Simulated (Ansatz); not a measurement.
## Al$_{3}$Ru$_{2}$: clamped-ion strain scan

Computed with DFT PBEsol, scalar-relativistic, plane waves, PAW (Ansatz 0.2.0). Settings: plane waves to 420 eV, k-mesh 22×22×22 (Γ-centred), Gaussian smearing 0.15 eV. No spin polarisation. Energies are free energies at this smearing, counted from the undisturbed cell; pressure is positive in compression.

Zero of the scan (relaxed at this level; it needn't be the usual structure):

```
Al Ru
1.0
    -1.53668    1.53668    7.12583
     1.53668   -1.53668    7.12583
     1.53668    1.53668   -7.12583
Al Ru
3 2
Cartesian
  0.0000 0.0000 0.0000
  0.0000 0.0000 11.4905
  0.0000 0.0000 2.7612
  0.0000 0.0000 8.6316
  0.0000 0.0000 5.6200
```

The cell is strained by ε times the Voigt pattern (1, -1, 0, 0, 0, 0) (xx, yy, zz, yz, xz, xy; engineering shear) with fractional coordinates fixed. The cell is metallic on the mesh throughout.

```csv
ε,ΔE (meV/atom)
-0.1000,168.8
-0.0500,44.1
0.0000,0.0
0.0125,2.8
0.0250,11.0
0.0375,24.8
0.0625,68.6
0.0750,98.0
0.0875,132.0
```

**Question.** Predict the stress summed along the pattern (GPa, tension positive) at each point.

**Answer.**
```tsv
ε	stress summed along the pattern (GPa, tension positive)
-0.1000	-33.89
-0.0500	-20.65
0.0000	0.00
0.0125	5.25
0.0250	10.50
0.0375	15.67
0.0625	25.37
0.0750	29.67
0.0875	33.01
```